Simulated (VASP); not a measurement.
Input of a VASP 6.6.1 run:

The input INCAR:

```
SYSTEM = Sn
ALGO = Normal ; BPARAM = 11.95
CPARAM = 0.0093 ; EDIFF = 1E-7
EDIFFG = -0.005 ; ENCUT = 600
IBRION = 2 ; ISIF = 3
ISMEAR = 0 ; IVDW_NL = 2
LASPH = .True. ; LCHARG = .False.
LMIXTAU = .True. ; LREAL = .False.
LUSE_VDW = .True. ; LWAVE = .False.
METAGGA = R2SCAN ; NELM = 60
NSW = 90 ; PREC = Accurate
SIGMA = 0.1
```

Contents of KPOINTS:

```
k-points
0
Gamma
  16 16 16
  0 0 0
```

The input POSCAR:

```
Sn
1.0
   -1.7265390000      1.7755470000      2.3383420000
    1.7265390000     -1.7755470000      2.3383420000
    1.7265390000      1.7755470000     -2.3383420000
Sn
1
Direct
    0.0000000000      0.0000000000      0.0000000000
```

Potentials or basis: VASP PAW PBE potentials, release 64 (Sn_d).

Run with:

```console
$ cat potpaw_PBE.64/Sn_d/POTCAR > POTCAR
$ mpirun -np 1 vasp_std > vasp.out
```

Question: What does it give for the relaxed volume?

Answer: 26.79 Å³/atom.

Question: What does it give for the relaxed cell?

Answer: a = 3.293 Å, b = 3.293 Å, c = 3.293 Å, α = 115.09°, β = 115.08°, γ = 98.75°.

Question: Estimate the space group after relaxing (to 0.05 Å).

Answer: I4/mmm (No. 139).

Question: Estimate the band gap on the k mesh.

Answer: None (metal or under the smearing width).

Final structure:
```
Sn
1.0
    -1.76717    1.76753    2.14426
     1.76717   -1.76753    2.14426
     1.76717    1.76753   -2.14426
Sn
1
Direct
  0.00000 0.00000 0.00000
```

Caveat: the PAW data sets were made with another functional, which shifts forces and pressure a little; pairwise dispersion overbinds metals, which lowers pressure and volume.
